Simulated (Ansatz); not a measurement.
## AlN, one cell by several methods

```yaml
crystal:
  lattice:
    - [0.00000, 1.97800, 2.01756]
    - [1.97800, 0.00000, 2.01756]
    - [1.97800, 1.97800, 0.00000]
  atoms:
    - { symbol: Al, position: [0.00000, 0.00000, 0.00000] }
    - { symbol: N, position: [0.50000, 0.50000, 0.50000] }
```

Atom numbers follow the list: Al1, N2.

The conventional cell has a = 2.797 Å, b = 2.797 Å, c = 4.035 Å, α = 90.00°, β = 90.00°, γ = 90.00°. Around Al (atom 1) lie 6 N at 1.98 to 2.02 Å. N (atom 2) has 6 Al at 1.98 to 2.02 Å as nearest neighbours.

The geometry is COD entry 1523095, unchecked; take it as a test cell. The listed cell was then made from it by scaling, straining or moving an atom.

All numbers are computed: DFT, LDA, PAW with Ansatz's default frozen-core files, scalar-relativistic (Ansatz 0.2.0); DFT, LDA, all-electron LAPW, scalar-relativistic (Ansatz 0.2.0).

For PAW: a Γ-centred 12×12×12 k mesh, Fermi–Dirac smearing of 0.01 eV, cutoff 420 eV, no spin polarisation; the PAW files were made with PBE, and the program remakes their frozen cores for this functional. LAPW targets a basis error of 0.5 meV/atom. The Ansatz runs share mesh, smearing and spin set-up. Plane-wave (PAW) pressures include the program's estimate of the Pulay term.

Stress and pressure are positive in compression.

PAW results:

| quantity | PAW |
| --- | --- |
| pressure (GPa) | 6.45 |
| stress xx (GPa) | 8.69 |
| stress zz (GPa) | 1.99 |
| band gap (eV) | 4.768 |

Question: What does LAPW (all electrons) give for the same quantities?

Answer: 
```tsv
quantity	LAPW
pressure (GPa)	6.49
stress xx (GPa)	8.74
stress zz (GPa)	1.98
band gap (eV)	4.747
```
